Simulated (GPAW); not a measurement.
# FePt (Tetraferroplatinum) (P4/mmm) in GPAW: notebook

Runs on FePt (Tetraferroplatinum). Level: LDA. Tasks: band structure.

All numbers are computed with GPAW 26.7.0; they aren't measurements. Logs are shortened: lines on timing, memory, paths and dates and some standing lists are left out, and cuts for length are marked. The log counts tension as positive stress, the text compression.

## Step 1: Starting point

The structure is tetragonal, space group P4/mmm (No. 123). The conventional cell has a = 2.724 Å, b = 2.724 Å, c = 3.720 Å, α = 90.00°, β = 90.00°, γ = 90.00°. Around Pt (site symmetry 4/mmm) lie 8 Fe at 2.68 Å and 4 Pt at 2.72 Å. Around Fe (site symmetry 4/mmm) lie 8 Pt at 2.68 Å and 4 Fe at 2.72 Å.

## Step 2: Band structure, LDA, collinear spin, ferromagnetic start

Contents of run.py:

```python
from ase import Atoms
from ase.dft.bandgap import bandgap
from ase.io import write
from ase.units import Bohr, GPa
from gpaw import GPAW, PW
from gpaw.elf import elf_from_dft_calculation

atoms = Atoms(['Pt', 'Fe'],
              cell=[[2.7235, 0.0, 0.0],
                    [0.0, 2.7235, 0.0],
                    [0.0, 0.0, 3.72]],
              scaled_positions=[[0.5, 0.5, 0.5],
                                [0.0, 0.0, 0.0]],
              pbc=True)
atoms.set_initial_magnetic_moments([0.0, 3.0])

calc = GPAW(mode=PW(600),
            xc='LDA',
            kpts={'size': (10, 10, 7), 'gamma': True},
            occupations={'name': 'fermi-dirac', 'width': 0.05},
            nbands=24,
            convergence={'density': 1e-05, 'energy': 1e-05},
            maxiter=150,
            txt='gpaw.txt')
atoms.calc = calc
energy = atoms.get_potential_energy()
forces = atoms.get_forces()
stress = atoms.get_stress()
calc.write('gs.gpw')
write('result.traj', atoms)
print(f'Energy: {energy:.6f} eV')
print('Forces (eV/A):')
print(forces.round(4))
print('Stress (GPa):', (stress / GPa).round(3))
print('Moments:', calc.get_magnetic_moments().round(3))
print('Fermi level:', round(calc.get_fermi_level(), 4), 'eV')
print(f'Gap: {bandgap(calc)[0]:.4f} eV, direct: {bandgap(calc, direct=True)[0]:.4f} eV')

# fields on the real-space grid
write('density.cube', atoms, data=calc.get_pseudo_density() * Bohr**3)
write('potential.cube', atoms, data=calc.get_electrostatic_potential())
write('spin.cube', atoms, data=(calc.get_pseudo_density(spin=0) - calc.get_pseudo_density(spin=1)) * Bohr**3)
write('elf.cube', atoms, data=elf_from_dft_calculation(calc).data)

path = atoms.cell.bandpath('GXMGZRAZ,XR,MA', npoints=60, eps=1e-4)
bs_calc = calc.fixed_density(kpts=path, symmetry='off', nbands=34,
                             convergence={'bands': 'CBM+6.0', 'eigenstates': 1e-6}, txt='bands.txt')
bs = bs_calc.band_structure()
bs.write('bs.json')
print(f'Gap on the path: {bandgap(bs_calc)[0]:.4f} eV')
```

Potentials or basis: the program's PAW data sets (release 1.2.1) made for this functional, pw.

On the command line:

```bash
> OMP_NUM_THREADS=1 python run.py
```

gpaw.txt:

```text
__  _  _
 | _ |_)|_||  |
 |__||  | ||/\| - 26.7.0

Input parameters:
  mode=PW(ecut=600.0),
  convergence={'density': 1e-05, 'energy': 1e-05},
  kpts=MonkhorstPack(size=(10, 10, 7), gamma=True),
  maxiter=150,
  nbands=24,
  occupations=Occupations(name='fermi-dirac', width=0.05),
  xc=XC(name='LDA')

Diagonalizing LCAO Hamiltonian
Converting LCAO to pw mode
   .------.
  /|      |
 * |      |
 | |      |
 | | Pt   |
 | .------.
 |/      /
 Fe-----*

Atoms  # Å, Bohr magnetons
|   | symbol |        x |        y |        z |    initial magnetic moments |
|---|--------|----------|----------|----------|-----------------------------|
| 0 |     Pt | 1.361750 | 1.361750 | 1.860000 | ( 0.0000,  0.0000,  0.0000) |
| 1 |     Fe | 0.000000 | 0.000000 | 0.000000 | ( 0.0000,  0.0000,  3.0000) |

Unit cell  # Å
| periodic |        x |        y |        z |  lengths |    angles |
|----------|----------|----------|----------|----------|-----------|
|      yes | 2.723500 | 0.000000 | 0.000000 | 2.723500 | 90.000000 |
|      yes | 0.000000 | 2.723500 | 0.000000 | 2.723500 | 90.000000 |
|      yes | 0.000000 | 0.000000 | 3.720000 | 3.720000 | 90.000000 |

Number of symmetries: 16
Symmetry operations  # r_c * U_cc + t_c -> r_c
|    | kind |            matrix            |
|----|------|------------------------------|
|  0 |  E   |  1, 0, 0,  0, 1, 0,  0, 0, 1 |
|  1 |  σ   |  1, 0, 0,  0, 1, 0,  0, 0,-1 |
|  2 |  σ   |  1, 0, 0,  0,-1, 0,  0, 0, 1 |
|  3 |  C2  |  1, 0, 0,  0,-1, 0,  0, 0,-1 |
|  4 |  σ   |  0, 1, 0,  1, 0, 0,  0, 0, 1 |
|  5 |  C2  |  0, 1, 0,  1, 0, 0,  0, 0,-1 |
|  6 |  C4  |  0, 1, 0, -1, 0, 0,  0, 0, 1 |
|  7 |  S4  |  0, 1, 0, -1, 0, 0,  0, 0,-1 |
|  8 |  C4  |  0,-1, 0,  1, 0, 0,  0, 0, 1 |
|  9 |  S4  |  0,-1, 0,  1, 0, 0,  0, 0,-1 |
| 10 |  σ   |  0,-1, 0, -1, 0, 0,  0, 0, 1 |
| 11 |  C2  |  0,-1, 0, -1, 0, 0,  0, 0,-1 |
| 12 |  σ   | -1, 0, 0,  0, 1, 0,  0, 0, 1 |
| 13 |  C2  | -1, 0, 0,  0, 1, 0,  0, 0,-1 |
| 14 |  C2  | -1, 0, 0,  0,-1, 0,  0, 0, 1 |
| 15 |  i   | -1, 0, 0,  0,-1, 0,  0, 0,-1 |

BZ-sampling:
  Number of BZ points: 700
  Number of IBZ points: 84

  Monkhorst-Pack size: [10, 10, 7]
  Monkhorst-Pack shift: [0.05, 0.05, 0.0]

K-points  # in reciprocal-cell coordinates
|     |                                coordinates |     weight |
|-----|--------------------------------------------|------------|
|   0 | (  0.00000000,   0.00000000,   0.00000000) | 0.00142857 |
|   1 | (  0.00000000,   0.00000000,   0.14285714) | 0.00285714 |
|   2 | (  0.00000000,   0.00000000,   0.28571429) | 0.00285714 |
|   3 | (  0.00000000,   0.00000000,   0.42857143) | 0.00285714 |
|   4 | (  0.10000000,   0.00000000,   0.00000000) | 0.00571429 |
|   5 | (  0.10000000,   0.00000000,   0.14285714) | 0.01142857 |
|   6 | (  0.10000000,   0.00000000,   0.28571429) | 0.01142857 |
|   7 | (  0.10000000,   0.00000000,   0.42857143) | 0.01142857 |
|   8 | (  0.10000000,   0.10000000,   0.00000000) | 0.00571429 |
|   9 | (  0.10000000,   0.10000000,   0.14285714) | 0.01142857 |
| ... |                                            |            |
|  83 | (  0.50000000,   0.50000000,   0.42857143) | 0.00285714 |

Plane wave coefficients: 936
Cutoff: 600.0 eV

Spin-components: 2 (collinear spins)
Bands:           24
Projectors:      12
Spin-degeneracy: 1
Datatype:        complex128

Parallelization:
  kpt:    1
  domain: 1
  band:   1

Density:
  Valence electrons: 24.0
  Components: 2
  Grid points: [16 16 24]
  Charge: 0.0  # |e|

Potential:
  Grid points: [16 16 24]

species:
  Pt:
    name:    Platinum
    Z:       78.0
    valence: 16
    core:    62
    charge:  0.0  # [|e|]
    compensation charges:
      type: gauss
      rc: 0.41  # [Å]
      lmax: 2
    cutoffs:
      filter: 2.26  # [Å]
      core: 2.26  # [Å]
    projectors
    | kind |    occ | energy [eV] | rcut [Å] |
    |------|--------|-------------|----------|
    |   6s |  1.000 |      -5.930 |    1.307 |
    |   5p |  6.000 |     -56.318 |    1.371 |
    |   6p |  0.000 |      -0.962 |    1.371 |
    |   5d |  9.000 |      -6.387 |    1.307 |
    |    s |        |      21.281 |    1.307 |
    |    d |        |      20.825 |    1.307 |

    Using partial waves for Pt as LCAO basis

  Fe:
    name:    Iron
    Z:       26.0
    valence: 8
    core:    18
    charge:  0.0  # [|e|]
    compensation charges:
      type: gauss
      rc: 0.33  # [Å]
      lmax: 2
    cutoffs:
      filter: 2.06  # [Å]
      core: 2.67  # [Å]
    projectors
    | kind |    occ | energy [eV] | rcut [Å] |
    |------|--------|-------------|----------|
    |   4s |  2.000 |      -5.481 |    1.164 |
    |   4p |  0.000 |      -1.431 |    1.058 |
    |   3d |  6.000 |      -7.753 |    1.058 |
    |    s |        |      21.730 |    1.164 |
    |    p |        |      25.780 |    1.058 |
    |    d |        |      19.459 |    1.058 |

    Using partial waves for Fe as LCAO basis

Reference energy: -534654.688239  # eV

eigensolver:
  PPCG
  Converge bands: occupied
  niter=2

density mixing:
  MSR1-Mixer
  Pratt-step length: 0.05
  Maximum mixing coefficient: 0.75
  Old densities: 10
  SVD Regularization: 0.005
  Good broyden scale: 1.0
  Trust region scale: 1.0
  Backstep threshold: 4.0
  History deletion threshold: 6.0
  Fourier metric: weight=20.0, sigma=0.015

occupation numbers:
  Fermi-Dirac:
    width: 0.0500  # eV

poisson solver:
  ecut: 4800.0  # eV

xc functional:
  name: None

convergence criteria:
- Maximum integral of absolute [dens]ity change: 1e-05 electrons / valence electron
- Maximum [total energy] change in last 3 cyles: 1e-05 eV / valence electron
- Maximum integral of absolute [eigenst]ate change: 4e-08 eV^2 / valence electron
maximum number of iterations: 150

SCF iterations
|iter     | |      energy | eigst |  dens |  magmom |
|---------|-|-------------|-------|-------|---------|
|iter:   1| |  -20.910855 | +0.28 |       |  +3.0026|
|iter:   2| |  -18.879421 | -1.68 | -0.63 |  +2.9299|
|iter:   3| |  -18.561465 | -2.65 | -1.04 |  +2.9257|
|iter:   4| |  -18.294320 | -2.17 | -1.17 |  +2.9425|
|iter:   5| |  -18.254957 | -2.67 | -1.37 |  +2.9833|
|iter:   6| |  -18.253912 | -3.16 | -1.55 |  +3.0551|
|iter:   7| |  -18.260771 | -3.31 | -1.71 |  +3.1573|
|iter:   8| |  -18.261873 | -4.10 | -2.12 |  +3.1999|
|iter:   9| |  -18.262096 | -5.22 | -2.56 |  +3.2068|
|iter:  10| |  -18.262037c| -5.28 | -2.73 |  +3.2142|
|iter:  11| |  -18.262016c| -6.34 | -3.23 |  +3.2163|
|iter:  12| |  -18.262012c| -6.80 | -3.59 |  +3.2180|
|iter:  13| |  -18.262012c| -7.78c| -4.35 |  +3.2183|
|iter:  14| |  -18.262012c| -8.35c| -4.78 |  +3.2184|
|iter:  15| |  -18.262012c| -8.80c| -5.70c|  +3.2184|

Converged in 15 steps
Energy contributions relative to reference atoms: (reference = -534654.688239)

Energy contributions:
  Kinetic:          -1.947952
  Coulomb:           0.822800
  Zero:             -0.519614
  External:          0.000000
  Xc:              -16.611530
  Entropy:          -0.011430
  Spinorbit:         0.000000
  ----------------------------
  Free energy:     -18.267727
  Extrapolated:    -18.262012

dipole moment: (-6.681770, -6.681770, -9.126559)  # |e|*Ang

Total magnetic moment: (0.000000, 0.000000, 3.218397)

Local magnetic moments
|        x |        y |        z |
|----------|----------|----------|
| 0.000000 | 0.000000 | 0.372579 |  # Pt   0
| 0.000000 | 0.000000 | 2.793800 |  # Fe   1

Fermi level: 10.560
Eigenvalues  # (at kpt = [0.000, 0.000, 0.000])
| band index |      eig [eV] | occ [0-1] |      eig [eV] | occ [0-1] |
|------------|---------------|-----------|---------------|-----------|
|          0 |       -42.407 |     1.000 |       -42.138 |     1.000 |
|        ... |               |           |               |           |
|          4 |         4.257 |     1.000 |         4.782 |     1.000 |
|          5 |         4.409 |     1.000 |         4.806 |     1.000 |
|          6 |         7.195 |     1.000 |         8.169 |     1.000 |
|          7 |         7.195 |     1.000 |         8.169 |     1.000 |
|          8 |         7.737 |     1.000 |         9.758 |     1.000 |
|          9 |         8.619 |     1.000 |         9.792 |     1.000 |
[... 8 lines left out ...]
|         18 |        20.326 |     0.000 |        21.135 |     0.000 |
|         19 |        22.246 |     0.000 |        22.601 |     0.000 |
|        ... |               |           |               |           |
|         23 |        30.049 |     0.000 |        30.635 |     0.000 |

No gap
No difference between direct/indirect transitions

Forces  # eV/Ang
|        x |       y |       z |
|----------|---------|---------|
|  0.00000 | 0.00000 | 0.00000 |  # Pt   0
| -0.00000 | 0.00000 | 0.00000 |  # Fe   1

Stress tensor  # eV/Ang^3
|        x |        y |        z |
|----------|----------|----------|
| 0.083891 | 0.000000 | 0.000000 |
| 0.000000 | 0.083891 | 0.000000 |
| 0.000000 | 0.000000 | 0.073406 |

# Writing to gs.gpw (mode='')
```

It took 54 s on 1 thread of Intel Xeon 6975P-C (Granite Rapids), shared host; peak memory 0.31 GiB.

What came out:

```yaml
Free_energy: -18.2677 eV
Pressure: -12.9 GPa
Band_gap_along_the_path: none (metal or under the smearing width)
Net_moment: 3.22 μB per cell
Site_moments: Pt +0.37; Fe +2.79 μB
```

Stress tensor (GPa, compression positive):
```
-13.44   0.00   0.00
  0.00 -13.44   0.00
  0.00   0.00 -11.76
```

Levels at the corners of the path, in eV from the Fermi level:
Spin up:
```tsv
point	band 10	band 11	band 12	band 13	band 14	band 15	band 16
Γ	-1.94	-1.74	-0.46	-0.28	-0.28	2.21	7.50
X	-2.68	-2.31	-1.96	-1.63	0.28	2.01	7.49
M	-0.41	-0.33	-0.33	0.54	1.54	1.54	7.45
Γ	-1.94	-1.74	-0.46	-0.28	-0.28	2.21	7.50
Z	-2.17	-2.17	-2.14	-2.14	-1.61	-0.83	7.49
R	-1.03	-0.71	-0.66	-0.54	-0.40	-0.34	4.76
A	-2.09	-1.75	-0.89	0.54	6.90	6.90	7.48
Z	-2.17	-2.17	-2.14	-2.14	-1.61	-0.83	7.49
X	-2.68	-2.31	-1.96	-1.63	0.28	2.01	7.49
R	-1.03	-0.71	-0.66	-0.54	-0.40	-0.34	4.76
M	-0.41	-0.33	-0.33	0.54	1.54	1.54	7.45
A	-2.09	-1.75	-0.89	0.54	6.90	6.90	7.48
```
Spin down:
| point | band 6 | band 7 | band 8 | band 9 | band 10 | band 11 | band 12 | band 13 | band 14 | band 15 |
| --- | --- | --- | --- | --- | --- | --- | --- | --- | --- | --- |
| Γ | -5.75 | -2.39 | -2.39 | -0.80 | -0.77 | 0.47 | 1.53 | 1.66 | 1.66 | 2.52 |
| X | -4.25 | -3.46 | -2.46 | -1.39 | -1.20 | -0.96 | 0.35 | 0.67 | 2.31 | 2.59 |
| M | -4.95 | -4.76 | 0.84 | 1.12 | 1.53 | 1.74 | 1.74 | 1.81 | 1.81 | 1.81 |
| Γ | -5.75 | -2.39 | -2.39 | -0.80 | -0.77 | 0.47 | 1.53 | 1.66 | 1.66 | 2.52 |
| Z | -5.22 | -2.53 | -1.92 | -1.92 | -1.37 | -0.60 | 0.04 | 0.41 | 0.41 | 1.26 |
| R | -2.93 | -2.82 | -2.30 | -0.49 | -0.39 | -0.34 | 0.84 | 1.48 | 1.51 | 1.55 |
| A | -4.63 | -2.04 | -1.51 | -1.38 | -1.38 | 0.64 | 0.85 | 1.81 | 7.70 | 7.70 |
| Z | -5.22 | -2.53 | -1.92 | -1.92 | -1.37 | -0.60 | 0.04 | 0.41 | 0.41 | 1.26 |
| X | -4.25 | -3.46 | -2.46 | -1.39 | -1.20 | -0.96 | 0.35 | 0.67 | 2.31 | 2.59 |
| R | -2.93 | -2.82 | -2.30 | -0.49 | -0.39 | -0.34 | 0.84 | 1.48 | 1.51 | 1.55 |
| M | -4.95 | -4.76 | 0.84 | 1.12 | 1.53 | 1.74 | 1.74 | 1.81 | 1.81 | 1.81 |
| A | -4.63 | -2.04 | -1.51 | -1.38 | -1.38 | 0.64 | 0.85 | 1.81 | 7.70 | 7.70 |

Caveat: spin-orbit coupling is left out, which moves the levels of the heavy elements.

(Part 1 of 2 ends here.)
